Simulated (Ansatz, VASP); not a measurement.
One calculation of Ir, two programs

```
CELL_PARAMETERS angstrom
2.73676 0.00000 0.00000
0.00000 2.73676 0.00000
0.00000 0.00000 17.87036
ATOMIC_POSITIONS crystal
Ir 0.50000 0.50000 0.39171
Ir 0.00000 0.00000 0.49490
Ir 0.50000 0.50000 0.59810
```

Alike in both runs: functional PBE; k mesh 10 × 10 × 1; occupations gaussian, width 0.1 eV; no spin polarisation.

Ansatz relaxed the structure, and its values are those at the end. VASP's run is a single point on that final structure, the one shown.

|  | VASP | Ansatz |
| --- | --- | --- |
| version | VASP 6.6.1 | Ansatz 0.2.0 |
| potentials or method | VASP PAW PBE potentials, release 64 (Ir) | scalar-relativistic, plane waves, PAW |
| plane-wave cutoff (eV) | 520 | 420 |
| valence electrons in the cell | 27 | 51 |

|  | VASP | Ansatz | Ansatz less VASP |
| --- | --- | --- | --- |
| gap on the k mesh at the Fermi level (eV) | none | none | - |
| rms of the force components (eV/Å) | 0.023 | 0.000 | -0.0227 |

A gap of «none» marks a metal or a gap that the smearing closes. The functional is the same, so the differences come from potentials, cutoffs and numerics. The two sets of potentials don't hold the same shells in valence.

Spin-orbit coupling is left out, which matters for the levels of Ir.
